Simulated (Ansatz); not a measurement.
# Field gradients of Si₃N₄ from run to run

Cell of run 1: an entry of the Crystallography Open Database (COD), taken as it stands.

Space group P6_3 (No. 173); a = 7.5950, c = 2.9023 Å, γ = 120.00°.

| site | Wyckoff | site symmetry | x | y | z |
| --- | --- | --- | --- | --- | --- |
| Si | 6c | 1 | 0.7687 | 0.1744 | 0.2500 |
| N7 | 6c | 1 | 0.0297 | 0.3295 | 0.2650 |
| N13 | 2b | 3.. | 0.3333 | 0.6667 | 0.2344 |

One atom of each set is listed.

Relaxed positions (PBE, cell held):

Si (0.7673, 0.1736, 0.3256)
N7 (0.0294, 0.3297, 0.3257)
N13 (0.3333, 0.6667, 0.8255)

All runs are DFT with Ansatz 0.2.0 (plane waves and PAW, scalar-relativistic unless spin–orbit coupling is named, Γ-centred meshes, Fermi–Dirac smearing where given) in this cell.

Run 1: PBE, atoms as given; 420 eV, 4×4×10 k-points, smearing 0.02 eV.
Run 2: PBE, atoms relaxed; 420 eV, 4×4×10 k-points, smearing 0.02 eV.
Run 3: r2SCAN, at the relaxed atoms; 500 eV, 4×4×10 k-points, smearing 0.02 eV.
Run 4: LDA, at the relaxed atoms; 420 eV, 4×4×10 k-points, smearing 0.02 eV.
Run 5: PBEsol, at the relaxed atoms; 420 eV, 4×4×10 k-points, smearing 0.02 eV.

```
run  Si V_zz (η)   N7 V_zz (η)  N13 V_zz (η)
  1  5.83 (0.42)  -4.72 (0.33)   4.81 (0.00)
  2  0.99 (0.42)  -4.90 (0.07)  -4.83 (0.00)
  3  0.99 (0.40)  -4.89 (0.08)  -4.90 (0.00)
  4            ?             ?             ?
  5  0.98 (0.42)  -4.71 (0.08)  -4.62 (0.00)
```

V_zz in 10²¹ V/m².

Q: Estimate the row of run 4.

A: Si: 0.98 (0.42); N7: -4.72 (0.08); N13: -4.65 (0.00). It lies nearest to run 5, from whose tensors on these sites it differs by 0.02 at most (largest principal value of the difference, on N13). Taken one at a time, the positions of the atoms (as given or relaxed) move the tensors on these sites by up to 9.64 (largest principal value of the change, on N13), the functional (between the two that differ most) by 0.28 (N13). On some sites the largest principal value moves to another axis from run to run, and the sign of V_zz can flip with it.

In run 1 the atoms aren't at the calculated equilibrium (largest force 2.5 eV/Å). The cell isn't the equilibrium one in runs 1, 2 (calculated pressure -2, 6 GPa, with larger principal stresses), and the entry's cell may itself be off.
